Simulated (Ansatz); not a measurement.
Al3GaN4: hydrostatic pressure series

The calculation used DFT PBEsol, scalar-relativistic, plane waves, PAW in Ansatz 0.2.0. Settings: 420 eV cutoff, 6×6×6 k-mesh, Gaussian smearing of 0.02 eV, no spin polarisation.

Reference structure (relaxed):

```
CELL_PARAMETERS angstrom
4.40699 0.00000 0.00000
0.00000 4.40699 0.00000
0.00000 0.00000 4.40699
ATOMIC_POSITIONS crystal
Al 0.50000 0.50000 0.00000
Al 0.50000 0.00000 0.50000
Al 0.00000 0.50000 0.50000
Ga 0.00000 0.00000 0.00000
N 0.74471 0.74471 0.25529
N 0.74471 0.25529 0.74471
N 0.25529 0.74471 0.74471
N 0.25529 0.25529 0.25529
```

Cell and atoms are relaxed at each pressure within the symmetry of the start, at zero temperature, so transitions that lower the symmetry aren't seen. The k-mesh given is that at zero pressure and may differ at others. Gaps are Kohn–Sham gaps over the whole zone.

Give the structure at 5 GPa.

```
CELL_PARAMETERS angstrom
4.37150 0.00000 0.00000
0.00000 4.37150 0.00000
0.00000 0.00000 4.37150
ATOMIC_POSITIONS crystal
Al 0.50000 0.50000 0.00000
Al 0.50000 0.00000 0.50000
Al 0.00000 0.50000 0.50000
Ga 0.00000 0.00000 0.00000
N 0.74469 0.74469 0.25531
N 0.74469 0.25531 0.74469
N 0.25531 0.74469 0.74469
N 0.25531 0.25531 0.25531
```
It takes space group P-43m (No. 215, cubic). The conventional cell has a = 4.371 Å, b = 4.371 Å, c = 4.371 Å, α = 90.00°, β = 90.00°, γ = 90.00°. Al (site symmetry -42m) has 4 N at 1.88 Å as nearest neighbours. Ga (site symmetry -43m) is surrounded by 4 N at 1.93 Å. Around N (site symmetry 3m) lie 3 Al at 1.88 Å and 1 Ga at 1.93 Å.